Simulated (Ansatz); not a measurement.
Crystal: AlN.

```
Al N
1.0
     0.00000    2.18399    2.18399
     2.18399    0.00000    2.18399
     2.18399    2.18399    0.00000
Al N
1 1
Direct
  0.00000 0.00000 0.00000
  0.25000 0.25000 0.25000
```

Measurements of this composition are mostly on another form, of space group No. 186.

| Property | Result |
| --- | --- |
| Program | Ansatz 0.2.0 |
| Task | single point |
| Functional | PBE |
| Potentials or basis | all-electron LAPW, scalar-relativistic |
| Cutoff | 378 eV (chosen from the basis error) |
| Basis error allowed | 0.001 eV/atom |
| k mesh | 10 × 10 × 10 |
| Occupations | fermi-dirac, width 0.05 eV |
| Spin | no spin polarisation |

On this cell: pressure 4.8 GPa; largest force zero by symmetry; band gap on the k mesh 3.32 eV, indirect (least direct gap 4.19 eV).

The same run follows on a disturbed copy (atoms moved at random, drawn with an rms of 0.05 Å):

```
Al N
1.0
     0.00000    2.18399    2.18399
     2.18399    0.00000    2.18399
     2.18399    2.18399    0.00000
Al N
1 1
Direct
  0.00035 0.99402 0.01127
  0.24779 0.25620 0.24190
```

Q: What changes?

A: The energy moves by +10.5 meV/atom; pressure 5.1 GPa; largest force 0.752 eV/Å; band gap on the k mesh 3.16 eV, indirect (least direct gap 4.03 eV).

Forces on the atoms (eV/Å):
```
Al  -0.171 -0.682  0.265
N    0.171  0.682 -0.265
```

Stress tensor (GPa, compression positive):
```
 5.26 -1.29  3.33
-1.29  4.86  0.84
 3.33  0.84  5.22
```

A k mesh can miss the band edges.
